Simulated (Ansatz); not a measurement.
**Ansatz run, MoSe$_{2}$**

input.yaml (Ansatz 0.2.0)

```yaml
crystal:
  lattice:
    - [3.32575162, 0.0, 0.0]
    - [-1.66287581, 2.88018384, 0.0]
    - [0.0, 0.0, 13.04811309]
  atoms:
    - { symbol: Se, position: [0.3333, 0.6667, 0.625] }
    - { symbol: Se, position: [0.6666, 0.3333, 0.125] }
    - { symbol: Se, position: [0.3333, 0.6667, 0.875] }
    - { symbol: Se, position: [0.6667, 0.3334, 0.375] }
    - { symbol: Mo, position: [0.3333, 0.6667, 0.25] }
    - { symbol: Mo, position: [0.6666, 0.3333, 0.75] }
  symmetry: { tolerance: 0.0003 }
kpoints:
  mp_grid: { grid: [4, 4, 1], shift: [0, 0, 0] }
magnetization:
  spin_polarized: false
scf:
  occupations: { method: gaussian, width: 0.1448 }
hamiltonian:
  pseudopotentials: { kind: paw }
  xc: hse06
basis:
  ecutwfc: 420
  fft_grid_basis: typed
output:
  forces: true
  stress: true
  eigenvalues: true
  bader: true
  populations: true
  elf: true
  write_potential: true
  volumetric_format: npy
  dos:
    e_range: [-12, 8]
    de: 0.05
    projected: { site_lists: { Mo: [Mo], Se: [Se] } }
    method: { smearing: { sigma: 0.1, scheme: gaussian } }
```

Excerpt of what it printed:

```
SCF iter   1: F=—  Δρ=5.01e-3  dr2=1.04e-2
SCF iter   2: F=—  Δρ=3.01e-3  dr2=1.49e-2
SCF iter   3: F=—  Δρ=2.88e-3  dr2=2.39e-2
SCF iter   4: F=—  Δρ=1.49e-3  dr2=1.20e-3
SCF iter   5: F=-31792.4458 eV  Δρ=1.11e-4  dr2=1.63e-5
SCF iter   1: F=—  Δρ=1.19e-2  dr2=4.04e-1
SCF iter   2: F=—  Δρ=1.93e-2  dr2=1.51e0  recentre
SCF iter   3: F=—  Δρ=3.99e-3  dr2=3.08e-2
SCF iter   4: F=—  Δρ=1.81e-3  dr2=5.19e-3
SCF iter   5: F=—  Δρ=5.70e-4  dr2=4.28e-4
…
SCF iter   3: F=—  Δρ=7.39e-6  dr2=3.03e-7
SCF iter   4: F=—  Δρ=1.02e-5  dr2=8.15e-8
SCF iter   5: F=—  Δρ=1.34e-6  dr2=1.86e-8
SCF iter   6: F=—  Δρ=3.22e-6  dr2=8.10e-9 (applied; sched 1.00e-12)
SCF iter   7: F=—  Δρ=2.29e-7  dr2=1.87e-9 (applied; sched 1.00e-12)
SCF iter   8: F=-31802.3635 eV  Δρ=1.07e-6  dr2=9.99e-10 (applied; sched 1.00e-12)
hybrid outer 2: dexx = +2.307e-6 eV, tail = 6.75e-8 eV, Δε = 1.80e-3 eV (about 6.49e-5 eV left of the loop's levels), ΔF = 1.18e-2 eV/Å (tail 1.92e-3)
SCF iter   1: F=—  Δρ=2.62e-6  dr2=3.09e-9
SCF iter   2: F=-31802.3635 eV  Δρ=1.40e-6  dr2=1.01e-9 (applied; sched 1.27e-12)
hybrid outer 3: dexx = +1.446e-9 eV, tail = 2.29e-9 eV, Δε = 1.06e-4 eV (about 3.08e-5 eV left of the loop's levels), ΔF = 9.43e-5 eV/Å (tail 2.00e-4)
Free energy (F): -31802.3635 eV
Frozen-core exchange: fock
Harris-Foulkes:  -31802.3635 eV  (|F-HF|=5.82e-10)
Internal energy: -31802.3635 eV  (E = F + TS)
E sigma→0 (E₀):  -31802.3635 eV
Fermi energy:    12.4084 eV
--- Per-component energies (eV) ---
  E_band       = -1937.3870
  E_kinetic    = 1353.1355
  E_local      = -12296.9989  (includes V_loc(G=0)·N_el)
  E_nonlocal   = -2101.4929
  E_hartree    = 5809.4394
  E_xc         = -630.2125
  E_vxc        = -680.2381  (∫ρ·V_xc dr)
  E_exx        = -356.8672  (= α·E_x^exact, valence–valence)
  E_paw        = -13847.5126  (= ΣΔE_a)
  E_vpaw       = 883.0662  (= ΣTr[D̂ρ^β])
  E_aug_tail   = -0.0023  (compensation charges beyond the density's cutoff)
  E_ewald      = -9726.6895
  E_core_change = -5.1624  (= ΣΔE_core)
  E_smearing   =  0.0000  (= −TS)
--- Forces (eV/Å), atoms counted from 1 ---
  atom   1  Se     0.0000     0.0000     0.0370
  atom   2  Se     0.0000     0.0000     0.0370
  atom   3  Se     0.0000     0.0000    -0.0370
  atom   4  Se     0.0000     0.0000    -0.0370
  atom   5  Mo     0.0000     0.0000     0.0000
  atom   6  Mo     0.0000     0.0000     0.0000
--- Stress (GPa, compression-positive) ---
       -2.9212       0.0000       0.0000
        0.0000      -2.9212       0.0000
        0.0000       0.0000       1.9244
  P = ⅓ Tr σ = -1.3060 GPa (-13.060 kbar)
--- Bader charges: 6 sites ---
  site symbol  charge [e]  shift [e]
     0     Se     -0.5275     0.0005
     1     Se     -0.5275     0.0005
     2     Se     -0.5275     0.0005
     3     Se     -0.5275     0.0005
     4     Mo      1.0550     0.0011
     5     Mo      1.0550     0.0011
```

Total energies depend on the potentials used, so only differences within one code and one set of settings carry meaning.

Origin: a database entry at a rescaled volume. Caveats: the exchange threshold is loose for a stress; the SCF threshold is loose for a stress; hybrid functional on a coarse k mesh.
